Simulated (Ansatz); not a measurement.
**Be2C: energy against volume in PBE, exact exchange and the RPA**

An exercise on one series of results from a longer session: the logs are not shown, and one member is left open.

Code: Ansatz 0.2.0. PBE orbitals, norm-conserving pseudopotentials, plane waves. No spin polarisation and no zero-point or thermal motion.

## The system as given

The cell was relaxed beforehand with r2SCAN; volume changes: +0 %, -5 %, +5 %, -10 %, +10 %.

It is cubic, Fm-3m (No. 225); a = 4.321 Å in the conventional setting, 6.72 Å³ an atom. Around Be lie 4 C at 1.87 Å; around C lie 8 Be at 1.87 Å.

Structure file:

```
CELL_PARAMETERS angstrom
0.00000 2.16049 2.16049
2.16049 0.00000 2.16049
2.16049 2.16049 0.00000
ATOMIC_POSITIONS crystal
Be 0.75000 0.75000 0.75000
Be 0.25000 0.25000 0.25000
C 0.00000 0.00000 0.00000
```

The first run:

input.yaml reads:

```yaml
crystal:
  lattice:
    - [0.0, 2.1604856707, 2.1604856707]
    - [2.1604856707, 0.0, 2.1604856707]
    - [2.1604856707, 2.1604856707, 0.0]
  atoms:
    - { symbol: Be, position: [0.75, 0.75, 0.75] }
    - { symbol: Be, position: [0.25, 0.25, 0.25] }
    - { symbol: C, position: [0.0, 0.0, 0.0] }
kpoints:
  mp_grid: { grid: [6, 6, 6] }
hamiltonian:
  xc: pbe
  pseudopotentials: { kind: nc }
scf:
  occupations: { method: fixed }
output:
  rpa_energy:
    ecut_chi_ladder: [241, 270, 300, 333, 365]
    long_wavelength: optical_limit
basis:
  ecutwfc: 1800.0
```

Steps of the session up to this table: The unscaled cell; Volume -5 %; Volume +5 %; Volume -10 %; Volume +10 %.

One of the session's tables, all rows but one given; the rest of the session is left out.

Energies in meV/atom from the unscaled cell:

```
volume (Å³/atom)   PBE  exact exchange  EXX+RPA  RPA correlation
           6.051  56.3            70.2     55.1            -15.1
           6.387     ?               ?        ?                ?
           6.723   0.0             0.0      0.0              0.0
           7.059   7.3             3.5      8.8              5.3
           7.395  32.0            26.2     34.5              8.3
```

**Question.** Estimate the row for volume (Å³/atom) = 6.387.

Worked estimate for «PBE». A straight line through the neighbours (6.051, 56.3) and (6.723, 0.0) gives 56.3 + (0.0 − 56.3) × (6.387 − 6.051) / (6.723 − 6.051) = 28.2; a parabola fitted to 3 rows on both sides gives 16.3.

As computed: PBE: 14.5; exact exchange: 20.3; EXX+RPA: 14.8; RPA correlation: -5.5. In «PBE» the line misses by +13.7 and the parabola by +1.8.
